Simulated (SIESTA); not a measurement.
Crystal: ZnSe (Stilleite).

```xyz
2
Lattice="0.0000 2.8338 2.8338 2.8338 0.0000 2.8338 2.8338 2.8338 0.0000" Properties=species:S:1:pos:R:3 pbc="T T T"
Se    4.2507    4.2507    4.2507
Zn    0.0000    0.0000    0.0000
```

Base run:

```yaml
Program: SIESTA 5.4.2
Functional: RPBE
Potentials_or_basis: PseudoDojo 0.4 standard (PBE files)
Basis: DZP (energy shift 0.003 Ry; two zetas on semicore shells)
Grid_cutoff: 800 Ry
Energy_shift: 0.003 Ry
k_mesh: 8 × 8 × 8
Occupations: fermi-dirac, width 0.05 eV
Spin: no spin polarisation
```

Its results: band gap on the k mesh 1.78 eV, direct; pressure 5.2 GPa.

Task: The run is repeated on the same cell with these changes: functional from RPBE to AM05; potentials or basis from PseudoDojo 0.4 standard (PBE files) to PseudoDojo 0.4 standard (PBEsol files). What comes out?

Result: Band gap on the k mesh 1.54 eV, direct; pressure -0.5 GPa.

Caveats: short orbitals over semicore shells can move pressures by several GPa; the valence orbitals were made in a potential fitted to the semicore shell under them, which widens gaps by tenths of an eV or more; the potentials were made for another functional, which shifts forces and pressure; the basis of atomic orbitals isn't converged, which shifts pressures, moduli and gaps.
